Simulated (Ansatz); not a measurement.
Bi: elastic constants with PBEsol

Bi:

```
CELL_PARAMETERS angstrom
-1.98143 1.98143 1.98143
1.98143 -1.98143 1.98143
1.98143 1.98143 -1.98143
ATOMIC_POSITIONS crystal
Bi 0.00000 0.00000 0.00000
```

This isn't the form of Bi at room conditions, which is rhombohedral.

```yaml
Program: Ansatz 0.2.0
Task: elastic constants
Functional: PBEsol
Potentials_or_basis: Ansatz PAW
Cutoff: "420 eV (not typed: the program's choice for these potentials)"
k_mesh: 7 × 7 × 7
Occupations: fermi-dirac, width 0.05 eV
Spin: no spin polarisation
Atoms_under_strain: relaxed
```

```yaml
Pressure: -1.0 GPa
Band_gap_on_the_k_mesh: none (metal or under the smearing width)
Elastic_constants_C11_C12_C44: 59, 52, -8 GPa
Voigt_bulk_modulus: 55 GPa
```

Levels at points of the mesh, in eV from the Fermi level:
```csv
k point,band 5,band 6,band 7,band 8,band 9,band 10
"(0.00, 0.00, 0.00)",-22.76,-13.46,5.18,5.18,5.18,9.18
```

Elastic tensor in Voigt notation (GPa, in the Cartesian axes of the cell as first typed):
```
59 52 52  0  0  0
52 59 52  0  0  0
52 52 59  0  0  0
 0  0  0 -8  0  0
 0  0  0  0 -8  0
 0  0  0  0  0 -8
```

Run time: 4 s on 2 threads of Intel(R) Xeon(R) Processor @ 2.70GHz, on a shared host, peak memory 0.34 GiB.

Caveat: the elastic tensor has a negative eigenvalue, so either the cell is unstable as it stands or the mesh is too thin; spin-orbit coupling is left out, which moves the levels of the heavy elements; the PAW data sets come from PBE, with cores solved anew for the run's functional, which leaves a small shift of forces and pressure.
